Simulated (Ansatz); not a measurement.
Input and output for CdTe (CsCl type): DFT, PBE, all-electron LAPW, scalar-relativistic (Ansatz 0.2.0). This run: volume at 0.72 of the series' base cell.

The cell comes from a relaxation on PAW files under the same functional, begun from a prototype that needn't be the stable phase.

Command: `ansatz run input.yaml --threads 1 --pin off --max-ram 2048MiB --backend cpu --events-out ev --progress --plain --runs-dir out` It took 8 s on 1 thread of Intel(R) Xeon(R) 6975P-C (Granite Rapids), on a shared host, peak memory 0.41 GiB.

```yaml
crystal:
  lattice:
    - [3.3930460029, 0.0, 0.0]
    - [0.0, 3.3930460029, 0.0]
    - [0.0, 0.0, 3.3930460029]
  atoms:
    - { symbol: Cd, position: [0.0, 0.0, 0.0] }
    - { symbol: Te, position: [0.5, 0.5, 0.5] }
kpoints:
  mp_grid: { grid: [11, 11, 11] }
scf:
  occupations: { method: fermi_dirac, width: 0.05 }
hamiltonian:
  xc: pbe
  pseudopotentials: { kind: all_electron, lapw: { basis_error: 0.001 } }
output:
  forces: true
  stress: true
  eigenvalues: true
  populations: true
```

Output:

```
Cd: projections on atomic orbitals take those of the free atom 1s2 2s2 2p6 3s2 3p6 3d10 4s2 4p6 4d10 5s2, of charge +0.00 (hamiltonian.pseudopotentials.projection_atoms)
Te: projections on atomic orbitals take those of the free atom 1s2 2s2 2p6 3s2 3p6 3d10 4s2 4p6 4d10 5s2 5p4, of charge +0.00 (hamiltonian.pseudopotentials.projection_atoms)
LAPW: plane waves up to 7.687 Å⁻¹, error target 1.0e-3 eV per atom; small_component_spin mean_spin; Cd in spheres of 1.485 Å, 20 of its electrons in bands, Dirac shells []; Te in spheres of 1.453 Å, 24 of its electrons in bands, Dirac shells [] (how accurate: hamiltonian.pseudopotentials.lapw.basis_error, Limitations)
Engine: ansatz 0.2.0
Pseudopotentials: kind: all_electron
Pseudopotential: Cd, LAPW, valence charge 20, lapw/all_electron/scalar/gaussian/Cd, Koelling and Harmon's equation, gaussian nucleus
Pseudopotential: Te, LAPW, valence charge 24, lapw/all_electron/scalar/gaussian/Te, Koelling and Harmon's equation, gaussian nucleus
Functional definition: PBE
  parameter kappa = 0.804
  parameter beta = 0.06672455060314922
  exchange = pbe_x(kappa = kappa, mu = beta*pi^2/3)
  correlation = pbe_c(beta = beta)
Crystal: 2 atoms, lattice volume = 39.063 Å³
Basis set: ecut = 225.1426780872637 eV, 305 PW (Γ), exchange–correlation at level 2
Bands: 27, of which v1, the nominal top of the filled ones, is band 22 counted from 1 (21 counted from 0)
Symmetry: 48 space group operations
Space group: Pm-3m (ITA 221), of the structure as read, at distance tolerance 3.4e-5 Å
k-points: 56 of 1331
Non-local potential: Cd, projectors of the file, none
Non-local potential: Te, projectors of the file, none
Initial density: superposition of atomic densities (chi_scale 0.1, normalization cell, long waves kept (reshape's long-wave potential 0.00 eV rms))
Initial wavefunctions: plane waves of lowest kinetic energy (no species holds an atomic orbital)
Functional: x = pbe(κ = 0.804, μ = 0.2195149727645171), c = pbe(β = 0.06672455060314922)
iter 1 solved again at ethr=5.71e-4 eV; its pass at ethr=1.00e-1 eV (dr2=2.51e-1 eV) is discarded
SCF iter   1: F=—  HF=-337118.673373 eV  |F-HF|=—  |Δ(HF+E_count)|=         —  Δρ=1.81e-2  dr2=2.51e-1  ethr=5.71e-4  ⟨swp⟩=2.6  Hψ=10137  notcnv=0
preconditioner: auto → Kerker (q_TF=auto, 2.783 Å⁻¹)  [metal: Δε(μ)=0.056 eV  Ē_g=13.116 eV  σ=0.050 eV  W_gap=0.27  n_scr=18 (ndim 8)  ℏωp=25.2 eV  f_vac=0.000  D(μ)=1.35/eV (n_scr^D=6)]
SCF iter   2: F=—  HF=-337118.531600 eV  |F-HF|=—  |Δ(HF+E_count)|=   1.42e-1  Δρ=8.35e-3  dr2=5.45e-2  ethr=5.71e-4  ⟨swp⟩=2.0  Hψ=4652  notcnv=0
SCF iter   3: F=—  HF=-337118.520108 eV  |F-HF|=—  |Δ(HF+E_count)|=   1.15e-2  Δρ=6.48e-3  dr2=3.54e-2  ethr=1.24e-4  ⟨swp⟩=2.0  Hψ=4386  notcnv=0
SCF iter   4: F=—  HF=-337118.511658 eV  |F-HF|=—  |Δ(HF+E_count)|=   8.45e-3  Δρ=2.63e-3  dr2=6.13e-3  ethr=8.04e-5  ⟨swp⟩=2.0  Hψ=4424  notcnv=0
iter 5 solved again at ethr=3.82e-7 eV; its pass at ethr=1.39e-5 eV (dr2=1.68e-4 eV) is discarded
SCF iter   5: F=—  HF=-337118.511779 eV  |F-HF|=—  |Δ(HF+E_count)|=   1.21e-4  Δρ=5.52e-4  dr2=1.67e-4  ethr=3.82e-7  ⟨swp⟩=2.0  Hψ=7477  notcnv=0
SCF iter   6: F=—  HF=-337118.511789 eV  |F-HF|=—  |Δ(HF+E_count)|=   9.60e-6  Δρ=1.90e-4  dr2=2.00e-5  ethr=3.81e-7  ⟨swp⟩=2.0  Hψ=4384  notcnv=0
SCF iter   7: F=—  HF=-337118.511785 eV  |F-HF|=—  |Δ(HF+E_count)|=   4.15e-6  Δρ=4.42e-5  dr2=5.90e-7  ethr=4.54e-8  ⟨swp⟩=2.0  Hψ=4384  notcnv=0
SCF iter   8: F=—  HF=-337118.511783 eV  |F-HF|=—  |Δ(HF+E_count)|=   1.21e-6  Δρ=2.20e-5  dr2=1.33e-7  ethr=1.34e-9  ⟨swp⟩=2.0  Hψ=4384  notcnv=0
SCF iter   9: F=-337118.511783 eV  HF=-337118.511783 eV  |F-HF|=9.26e-9  |Δ(HF+E_count)|=   8.95e-8  Δρ=6.03e-6  dr2=1.43e-8  ethr=3.02e-10  ⟨swp⟩=2.9  Hψ=4493  notcnv=0
SCF 1 converged in 9 iterations: F = -337118.511783 eV  dr2 = 1.43e-8
SCF converged after 9 iterations
Free energy (F): -337118.511783 eV
Harris-Foulkes:  -337118.511783 eV  (|F-HF|=9.26e-9)
Internal energy: -337118.502030 eV  (E = F + TS)
E sigma→0 (E₀):  -337118.506907 eV
Entropy (-TS):   -0.009754 eV (-4.877 meV/atom)
Fermi energy:    20.071281 eV
--- Per-component energies (eV) ---
  E_band       = -1204.083357
  E_kinetic    = 354753.692713
  E_xc         = -9005.860885
  E_electrostatic = -682866.333857  (all electrons and nuclei)
  E_smearing   = -0.009754  (= −TS)
  E_closure    = 0.000000  (closes the sum)
  E_atoms      = -337115.932394  (free atoms, spherical and without spin; not in F)
  Σ components = -337118.511783   (vs F -337118.511783, Δ=0.00e0)
  Basis errors (estimates in eV, not in F): energy 2.6e-4 per atom: plane waves 2.5e-4 (1.3e-4 summed), levels above the bands 2.6e-70, relativity 3.3e-8, radial functions 1.2e-5, core shells 7.1e-8; eigenvalues (radial functions only) 3.1e-5; not estimated: angular momenta, meshes, grids; target (lapw.basis_error) 1.0e-3; muffin-tin radii Cd 1.485 Å, Te 1.453 Å
--- Forces (eV/Å), atoms counted from 1 ---
  atom   1  Cd    -0.00000000    -0.00000000     0.00000000
  atom   2  Te     0.00000000     0.00000000     0.00000000
  max |Σ_I F_I| component: 1.18e-30 eV/Å
--- Stress (GPa, compression-positive) ---
       33.282991       0.000000       0.000000
        0.000000      33.282991       0.000000
        0.000000       0.000000      33.282991
  P = ⅓ Tr σ = 33.2830 GPa (332.830 kbar)
--- Band table (eV; the first three rows and the last of 56) ---
  k-point 0: bands = ["-139.9929", "-90.0408", "-90.0408", "-90.0408", "-83.1209", "-44.1866", "-44.1866", "-44.1866", "-17.4276", "-17.4276", "-17.3980", "-17.3980", "-17.3980", "5.2232", "10.3946", "10.3946", "11.0168", "11.0168", "11.0168", "18.4405", "18.4405", "18.4405", "20.3446", "24.6899", "24.6899", "32.2701", "32.2701"]
  k-point 1: bands = ["-139.9929", "-90.0408", "-90.0408", "-90.0408", "-83.1208", "-44.1871", "-44.1866", "-44.1866", "-17.4275", "-17.4250", "-17.3986", "-17.3986", "-17.3979", "5.3205", "10.4007", "10.4179", "10.9841", "10.9841", "11.0179", "17.3634", "18.5840", "18.5840", "21.0517", "24.7206", "25.3248", "31.3859", "31.3859"]
  k-point 2: bands = ["-139.9929", "-90.0409", "-90.0408", "-90.0408", "-83.1208", "-44.1885", "-44.1865", "-44.1865", "-17.4272", "-17.4180", "-17.4003", "-17.4003", "-17.3977", "5.6051", "10.4169", "10.4693", "10.8990", "10.8990", "11.0207", "15.7001", "18.9942", "18.9942", "21.7993", "24.8096", "26.9840", "29.7030", "29.7030"]
  k-point 55: bands = ["-139.9929", "-90.0410", "-90.0410", "-90.0410", "-83.1202", "-44.1919", "-44.1919", "-44.1919", "-17.4145", "-17.4144", "-17.4144", "-17.3783", "-17.3783", "9.4228", "10.0012", "10.0012", "10.6481", "11.2949", "11.2949", "16.6901", "17.0868", "17.0868", "19.7061", "20.0424", "20.0424", "21.7973", "38.0650"]
--- Löwdin populations: 2 sites ---
  site symbol       q [e]
     0     Cd     47.0543
     1     Te     52.6132
  spilling = 0.003325 (of n_electrons = 100.000000)
```

populations.tsv:

```
# site	symbol	l	j	q
# orbitals = lowdin
# n_electrons = 100.000000
# spilling = 0.003325
# projection_atom_Cd: 1s2 2s2 2p6 3s2 3p6 3d10 4s2 4p6 4d10 5s2
# projection_atom_Te: 1s2 2s2 2p6 3s2 3p6 3d10 4s2 4p6 4d10 5s2 5p4
0	Cd	0_1S	-	1.999999
0	Cd	0_2S	-	1.999977
0	Cd	0_3S	-	1.999636
0	Cd	0_4S	-	1.994084
0	Cd	0_5S	-	1.100422
0	Cd	1_2P	-	6.000000
0	Cd	1_3P	-	5.999996
0	Cd	1_4P	-	5.999488
0	Cd	2_3D	-	10.000000
0	Cd	2_4D	-	9.960705
1	Te	0_1S	-	2.000000
1	Te	0_2S	-	1.999995
1	Te	0_3S	-	1.999925
1	Te	0_4S	-	1.999014
1	Te	0_5S	-	1.951527
1	Te	1_2P	-	6.000000
1	Te	1_3P	-	5.999991
1	Te	1_4P	-	5.999128
1	Te	1_5P	-	4.664164
1	Te	2_3D	-	10.000000
1	Te	2_4D	-	9.999425
```

Next run (volume at 0.64 of the series' base cell), as changes to the input before:

```diff
   lattice:
-    - [3.3930460029, 0.0, 0.0]
-    - [0.0, 3.3930460029, 0.0]
-    - [0.0, 0.0, 3.3930460029]
+    - [3.2624127599, 0.0, 0.0]
+    - [0.0, 3.2624127599, 0.0]
+    - [0.0, 0.0, 3.2624127599]
   atoms:
```

Results part of the output:

```
SCF 1 converged in 8 iterations: F = -337117.274673 eV  dr2 = 1.30e-8
SCF converged after 8 iterations
Free energy (F): -337117.274673 eV
Harris-Foulkes:  -337117.274673 eV  (|F-HF|=1.40e-9)
Internal energy: -337117.268516 eV  (E = F + TS)
E sigma→0 (E₀):  -337117.271595 eV
Entropy (-TS):   -0.006157 eV (-3.078 meV/atom)
Fermi energy:    23.241944 eV
--- Per-component energies (eV) ---
  E_band       = -1082.173757
  E_kinetic    = 354767.609970
  E_xc         = -9008.573479
  E_electrostatic = -682876.305008  (all electrons and nuclei)
  E_smearing   = -0.006157  (= −TS)
  E_closure    = 0.000000  (closes the sum)
  E_atoms      = -337115.932394  (free atoms, spherical and without spin; not in F)
  Σ components = -337117.274673   (vs F -337117.274673, Δ=0.00e0)
  Basis errors (estimates in eV, not in F): energy 2.6e-4 per atom: plane waves 2.5e-4 (1.3e-4 summed), levels above the bands 1.5e-71, relativity 5.9e-8, radial functions 8.2e-6, core shells 2.5e-7; eigenvalues (radial functions only) 3.1e-5; not estimated: angular momenta, meshes, grids; target (lapw.basis_error) 1.0e-3; muffin-tin radii Cd 1.425 Å, Te 1.401 Å
--- Forces (eV/Å), atoms counted from 1 ---
  atom   1  Cd    -0.00000000    -0.00000000     0.00000000
  atom   2  Te    -0.00000000    -0.00000000     0.00000000
  max |Σ_I F_I| component: 4.08e-30 eV/Å
--- Stress (GPa, compression-positive) ---
       60.772613      -0.000000       0.000000
       -0.000000      60.772613       0.000000
        0.000000       0.000000      60.772613
  P = ⅓ Tr σ = 60.7726 GPa (607.726 kbar)
--- Band table (eV; the first three rows and the last of 56) ---
  k-point 0: bands = ["-137.0923", "-87.1469", "-87.1469", "-87.1469", "-80.3536", "-41.4247", "-41.4247", "-41.4247", "-14.5746", "-14.5746", "-14.5266", "-14.5266", "-14.5266", "7.1601", "12.9245", "12.9245", "13.7589", "13.7589", "13.7589", "21.3355", "21.3355", "21.3355", "24.3292", "27.8066", "27.8066", "36.2380", "36.2380"]
  k-point 1: bands = ["-137.0923", "-87.1470", "-87.1469", "-87.1469", "-80.3536", "-41.4257", "-41.4247", "-41.4247", "-14.5745", "-14.5705", "-14.5277", "-14.5277", "-14.5265", "7.2721", "12.9325", "12.9508", "13.7130", "13.7130", "13.7599", "20.2712", "21.5097", "21.5097", "24.9565", "27.8229", "28.5252", "35.4125", "35.4125"]
  k-point 2: bands = ["-137.0923", "-87.1471", "-87.1469", "-87.1469", "-80.3535", "-41.4281", "-41.4245", "-41.4245", "-14.5740", "-14.5594", "-14.5305", "-14.5305", "-14.5261", "7.6016", "12.9542", "13.0039", "13.5951", "13.5951", "13.7625", "18.4865", "22.0066", "22.0066", "25.6215", "27.8700", "30.4786", "33.5478", "33.5478"]
  k-point 55: bands = ["-137.0923", "-87.1474", "-87.1474", "-87.1474", "-80.3522", "-41.4342", "-41.4342", "-41.4342", "-14.5540", "-14.5538", "-14.5538", "-14.4952", "-14.4952", "11.9392", "12.3606", "12.3606", "13.6265", "14.1224", "14.1224", "19.5425", "20.0654", "20.0654", "22.6563", "22.7715", "22.7715", "25.0483", "41.9794"]
--- Löwdin populations: 2 sites ---
  site symbol       q [e]
     0     Cd     47.0333
     1     Te     52.5886
  spilling = 0.003781 (of n_electrons = 100.000000)
```

Next run (volume at 0.55 of the series' base cell), as changes to the input before:

```diff
   lattice:
-    - [3.2624127599, 0.0, 0.0]
-    - [0.0, 3.2624127599, 0.0]
-    - [0.0, 0.0, 3.2624127599]
+    - [3.1017001583, 0.0, 0.0]
+    - [0.0, 3.1017001583, 0.0]
+    - [0.0, 0.0, 3.1017001583]
   atoms:
   mp_grid: { grid: [11, 11, 11] }
+  band_path:
+    path:
+      - [0.0, 0.0, 0.0]
+      - [0.0, 0.5, 0.0]
+      - [0.5, 0.5, 0.0]
+      - [0.0, 0.0, 0.0]
+      - [0.5, 0.5, 0.5]
+      - [0.0, 0.5, 0.0]
+      - [0.5, 0.5, 0.5]
+      - [0.5, 0.5, 0.0]
+    npoints: 8
 scf:
   populations: true
+  dos: { projected: true, de: 0.2, e_range: [-14, 8] }
```

Results part of the output:

```
SCF 1 converged in 9 iterations: F = -337114.641675 eV  dr2 = 3.21e-9
NSCF: frozen V_eff on 57 k-points
SCF converged after 9 iterations
Free energy (F): -337114.641675 eV
Harris-Foulkes:  -337114.641675 eV  (|F-HF|=1.28e-8)
Internal energy: -337114.632824 eV  (E = F + TS)
E sigma→0 (E₀):  -337114.637250 eV
Entropy (-TS):   -0.008850 eV (-4.425 meV/atom)
Fermi energy:    27.908265 eV
--- Per-component energies (eV) ---
  E_band       = -905.637462
  E_kinetic    = 354791.852265
  E_xc         = -9012.838993
  E_electrostatic = -682893.646096  (all electrons and nuclei)
  E_smearing   = -0.008850  (= −TS)
  E_closure    = 0.000000  (closes the sum)
  E_atoms      = -337115.932394  (free atoms, spherical and without spin; not in F)
  Σ components = -337114.641675   (vs F -337114.641675, Δ=0.00e0)
  Basis errors (estimates in eV, not in F): energy 2.5e-4 per atom: plane waves 2.4e-4 (1.3e-4 summed), levels above the bands 2.1e-81, relativity 4.2e-8, radial functions 8.0e-6, core shells 1.1e-6; eigenvalues (radial functions only) 1.8e-5; not estimated: angular momenta, meshes, grids; target (lapw.basis_error) 1.0e-3; muffin-tin radii Cd 1.350 Å, Te 1.336 Å
--- Forces (eV/Å), atoms counted from 1 ---
  atom   1  Cd    -0.00000000     0.00000000    -0.00000000
  atom   2  Te    -0.00000000     0.00000000     0.00000000
  max |Σ_I F_I| component: 5.78e-30 eV/Å
--- Stress (GPa, compression-positive) ---
      118.710701       0.000000       0.000000
        0.000000     118.710701       0.000000
        0.000000       0.000000     118.710701
  P = ⅓ Tr σ = 118.7107 GPa (1187.107 kbar)
--- Band table (eV; the first three rows and the last of 56) ---
  k-point 0: bands = ["-132.8666", "-82.9333", "-82.9333", "-82.9333", "-76.3752", "-37.4585", "-37.4585", "-37.4585", "-10.4404", "-10.4404", "-10.3528", "-10.3528", "-10.3528", "9.9658", "16.5025", "16.5025", "17.6950", "17.6950", "17.6950", "25.5702", "25.5702", "25.5702", "30.2661", "32.4359", "32.4359", "40.5582", "40.5582"]
  k-point 1: bands = ["-132.8666", "-82.9334", "-82.9333", "-82.9333", "-76.3751", "-37.4604", "-37.4583", "-37.4583", "-10.4400", "-10.4330", "-10.3547", "-10.3547", "-10.3525", "10.0978", "16.5133", "16.5327", "17.6261", "17.6261", "17.6954", "24.5033", "25.7923", "25.7923", "30.7844", "32.4239", "33.2806", "40.1294", "40.3538"]
  k-point 2: bands = ["-132.8666", "-82.9338", "-82.9333", "-82.9333", "-76.3749", "-37.4655", "-37.4580", "-37.4580", "-10.4390", "-10.4130", "-10.3598", "-10.3598", "-10.3518", "10.4878", "16.5424", "16.5850", "17.4515", "17.4515", "17.6965", "22.5887", "26.4221", "26.4221", "31.2405", "32.3897", "35.6521", "38.9739", "38.9739"]
  k-point 55: bands = ["-132.8665", "-82.9346", "-82.9346", "-82.9346", "-76.3718", "-37.4779", "-37.4779", "-37.4779", "-10.4036", "-10.4031", "-10.4031", "-10.2968", "-10.2968", "15.3526", "15.6771", "15.6771", "18.1446", "18.1960", "18.1960", "23.7432", "24.4757", "24.4757", "26.8427", "26.8427", "26.9960", "29.8448", "47.3710"]
--- Löwdin populations: 2 sites ---
  site symbol       q [e]
     0     Cd     47.0026
     1     Te     52.5407
  spilling = 0.004567 (of n_electrons = 100.000000)
```

Spin–orbit coupling is left out, which matters for the heavy atoms.
